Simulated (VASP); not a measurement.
Set up this calculation in VASP 6.6.1, as the native input.

```yaml
Task: dielectric tensor
Functional: PBEsol
Potentials_or_basis: VASP PAW PBE potentials, release 64 (Al, N)
Cutoff: 600 eV
k_mesh: 18 × 18 × 9
Occupations: gaussian, width 0.03 eV
Spin: no spin polarisation
Monkhorst-Pack_mesh: no
Further_INCAR_settings: ALGO = Normal; EDIFF = 1e-08
```

The structure of AlN lies in POSCAR:

```
AlN                                     
1.0
    3.1059401694      0.0000000000      0.0000000000
   -1.5529700847      2.6898230893     -0.0000000000
   -0.0000000000      0.0000000000      4.9682496435
  Al              N             
     2     2
Direct
     0.3333333332999970    0.6666666667000030    0.9989248088235965
     0.6666666667000030    0.3333333332999970    0.4989248088235965
     0.3333333332999970    0.6666666667000030    0.3810751911764060
     0.6666666667000030    0.3333333332999970    0.8810751911764061
```

These files were run (other wordings do the same):

INCAR

```
SYSTEM = AlN
ALGO     = Normal         ! electronic algorithm
EDIFF    = 1E-8           ! SCF threshold, eV
ENCUT    = 600            ! plane-wave cutoff, eV
GGA      = PS             ! functional
ISIF     = 2              ! what is computed and relaxed
ISMEAR   = 0              ! smearing method
KPAR     = 2            
LASPH    = .TRUE.         ! aspherical terms in the spheres
LCHARG   = .FALSE.        ! write CHGCAR
LEPSILON = .TRUE.         ! dielectric tensor by DFPT
LREAL    = .FALSE.        ! projectors in reciprocal space
LWAVE    = .FALSE.        ! write WAVECAR
NELM     = 80             ! most SCF steps
PREC     = Accurate       ! precision mode
SIGMA    = 0.03           ! smearing width, eV
```

KPOINTS

```
k-points
0
G
  18 18 9
  0 0 0
```

Potentials or basis: VASP PAW PBE potentials, release 64 (Al, N).

Launch:

```bash
$ cat potpaw_PBE.64/Al/POTCAR potpaw_PBE.64/N/POTCAR > POTCAR
$ mpirun -np 2 vasp_std > vasp.out
```

It gave:

```json
{
 "Band gap on the k mesh": "4.18 eV, direct",
 "Electronic dielectric tensor (diagonal)": "4.47, 4.47, 4.70",
 "Born charges (mean of the diagonal)": "Al +2.57; N -2.57 e"
}
```

Caveat: an odd mesh through Γ misses points on the zone boundary, where band edges often lie.

It took 8.3 min on 2 MPI ranks on AMD EPYC 9R45 (Zen 5), with other jobs on the host, peak memory 1 GiB a rank.
